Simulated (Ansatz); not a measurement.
An inverse problem

Cell vectors (Å):

```
0.0000 2.7822 2.7822
2.7822 0.0000 2.7822
2.7822 2.7822 0.0000
```

```json
{"atom": "X", "a": "0.0000", "b": "0.0000", "c": "0.0000"}
{"atom": "S", "a": "0.5000", "b": "0.5000", "c": "0.5000"}
```

Theory: LDA, all-electron LAPW in Ansatz 0.2.0, scalar-relativistic. k mesh 6×6×6, fine mesh 12×12×12, fixed occupations, lines of 0.15 eV.

Independent-particle optical response of a crystal from Kohn-Sham bands on the fine mesh, no local fields or excitons; Cartesian axes as in the cell vectors.

```
Fine mesh              : 12, 12, 12
Line width             : 0.15 eV
Further gaussian width : 0.3 eV
```

```
photon energy (eV)  dielectric imag xx
               0.8                   0
               1.6                   0
               2.4                0.18
               3.2                2.79
                 4                5.05
               4.8                6.33
               5.6                7.28
               6.4                7.82
               7.2                 7.1
                 8                6.42
               8.8                4.08
               9.6                2.48
              10.4                1.39
              11.2                 1.7
                12                2.08
              12.8                1.63
              13.6                0.96
              14.4                0.92
              15.2                0.59
                16                 0.5
              16.8                0.42
              17.6                0.36
              18.4                0.14
              19.2                0.15
                20                0.12
              20.8                 0.1
              21.6                 0.1
              22.4                0.25
              23.2                0.45
                24                0.74
              24.8                1.09
```

Problem. All X atoms are one element. Which one was computed?

Solution. Ca; the crystal is CaS (Fm-3m).

Known limits: semilocal gaps are low, and what follows the gap (onsets, screening, light masses) shifts with it; spectra summed at the mesh points alone.
